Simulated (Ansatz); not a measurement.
# MgO: from Born charge to LO–TO splitting and polaron coupling

All numbers below come from DFT PBE, scalar-relativistic, plane waves, PAW in Ansatz. Settings: 420 eV plane-wave cutoff, Γ-centred 10×10×10 mesh, fixed occupations. No spin polarisation. Phonons by linear response, acoustic sum rule imposed.

Relaxed structure:
```cif
data_structure
_symmetry_space_group_name_H-M 'Fm-3m'
_symmetry_Int_Tables_number 225
_cell_length_a 4.2538
_cell_length_b 4.2538
_cell_length_c 4.2538
_cell_angle_alpha 90.000
_cell_angle_beta 90.000
_cell_angle_gamma 90.000
_cell_volume 76.97
loop_
_atom_site_label
_atom_site_type_symbol
_atom_site_symmetry_multiplicity
_atom_site_Wyckoff_symbol
_atom_site_fract_x
_atom_site_fract_y
_atom_site_fract_z
_atom_site_occupancy
Mg1 Mg 4 a 0.00000 0.00000 0.00000 1
O1 O 4 b 0.50000 0.00000 0.00000 1
```

Linear response gives ν_TO = 364.8 cm⁻¹, Born charges ±1.998 e (positive on Mg) and ε∞ = 3.240. The primitive cell holds 19.242 Å³, and the masses are 24.305 and 15.999 amu.

Question: Find ν_LO and the static dielectric constant.

Answer: The long-wave field adds a restoring force: ω_LO² − ω_TO² = Z*²e²/(ε_vac ε∞ μV). In these units ν_LO² − ν_TO² = 4.92064×10⁷ Z*²/(μ V ε∞) cm⁻², with μ = m₁m₂/(m₁ + m₂) = 9.648 amu: 326665 cm⁻². So ν_LO = √(364.8² + 326665) = 678.0 cm⁻¹, and the run gives 678.0. Lyddane–Sachs–Teller then gives ε0 = ε∞ (ν_LO/ν_TO)² = 11.20, against 11.20 in the run (it forms both from the same three quantities, so the match checks the arithmetic only). Between ν_TO and ν_LO the dielectric function is negative and an undamped crystal reflects fully: a reststrahlen band from 14.7 to 27.4 μm.

Question: What do the Clausius–Mossotti polarisability and the Szigeti charge come to?

Answer: With the Lorentz local field, α = (3V/4π)(ε∞ − 1)/(ε∞ + 2) = 1.96 Å³ for the pair, and e_S = 3Z*/(ε∞ + 2) = 1.14 e. The Born charge includes the electrons' response to the dipole's own local field, and e_S takes that enhancement out. The Lorentz field assumes point-like polarisable ions, a fair picture at this small ε∞.

Question: How strongly does a slow electron couple to the LO mode?

Answer: For one isotropic parabolic band, Fröhlich's constant is α_F = (1/ε∞ − 1/ε0) √(m* Ry/ħω_LO), with Ry = 13.606 eV, ħω_LO = 84.1 meV and m* in free-electron masses: α_F = 0.2193 × 12.72 × √m* = 2.79 √m*. The band mass isn't part of this run; for m* = 0.1, 0.3 and 1 it gives 0.88, 1.53, 2.79. In weak coupling the polaron lies α_F ħω_LO below the band edge (128 meV at m* = 0.3) with a mass m*(1 + α_F/6); past α_F of about 5 or 6 that expansion fails. A semilocal functional's ε∞ tends to be too large, which taken alone lowers α_F.

Cost: 1 run of about 0.2 core-minutes, on Intel Xeon Platinum 8488C (Sapphire Rapids) (shared hosts).

The wide LO-TO splitting comes from a nearly nominal Born charge acting on light ions in a small cell, with only weak electronic screening of the long-range field. Most of the static dielectric constant is therefore lattice polarisation. A Born charge of 1.998 e fits closed-shell ions with little dynamical charge transfer, unlike the anomalous charges of ferroelectric perovskites, but it is a dynamical quantity and doesn't measure static ionicity. The smaller Szigeti charge suggests that the ions deform as their shells overlap during the vibration.

Both optical modes lie below the measured ones, and the static constant of 11.20 is above experiment. The likely cause is PBE's overexpanded lattice, which weakens the short-range repulsion and softens the TO mode; the ionic response grows as the inverse square of that frequency. The low LO frequency in turn raises the Fröhlich constant, partly offsetting the effect of an overlarge ε∞. The coupling estimate suits the s-like conduction-band minimum, but says little about holes in the degenerate O 2p bands, where self-trapping may compete.
